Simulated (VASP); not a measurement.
Write the native input for VASP 6.6.1 that does the following.

- Task: single point
- Functional: PBEsol
- Potentials or basis: VASP PAW PBE potentials, release 64 (Cd, Se)
- Cutoff: 520 eV
- k mesh: 4 × 4 × 4
- Occupations: gaussian, width 0.02 eV
- Spin: no spin polarisation
- Dipole correction: no
- Further INCAR settings: ALGO = Normal; EDIFF = 1e-07; NBANDS = 16

The structure of CdSe lies in POSCAR:

```
CdSe
1.0
    0.0000000000      3.0413096069      3.0413096069
    3.0413096069      0.0000000000      3.0413096069
    3.0413096069      3.0413096069      0.0000000000
Cd Se
1 1
Direct
    0.0000000000      0.0000000000      0.0000000000
    0.2500000000      0.2500000000      0.2500000000
```

The cell was built by a generator and needn't be a form met in nature.

These files were run (other wordings do the same):

INCAR

```
ALGO = Normal ; EDIFF = 1E-7
ENCUT = 520 ; GGA = PS
ISIF = 2 ; ISMEAR = 0
LASPH = T ; LCHARG = F
LREAL = F ; LWAVE = F
NBANDS = 16 ; NELM = 100
PREC = Accurate ; SIGMA = 0.02
```

KPOINTS

```
k-points
0
Gamma
  4 4 4
```

Potentials or basis: VASP PAW PBE potentials, release 64 (Cd, Se).

Command:

```bash
$ cat potpaw_PBE.64/Cd/POTCAR potpaw_PBE.64/Se/POTCAR > POTCAR
$ mpirun -np 1 vasp_std > vasp.out
```

It gave:

- Pressure: 0.5 GPa
- Band gap on the k mesh: 0.47 eV, direct

Caveat: the k mesh is coarse (spacing up to 0.45 Å⁻¹), so the values aren't converged; the PAW data sets were made with another functional, which shifts forces and pressure a little.

It took 13 s on 1 thread of AMD EPYC 7R43 64-Core Processor (Zen 3) (shared host), peak memory 0.14 GiB.
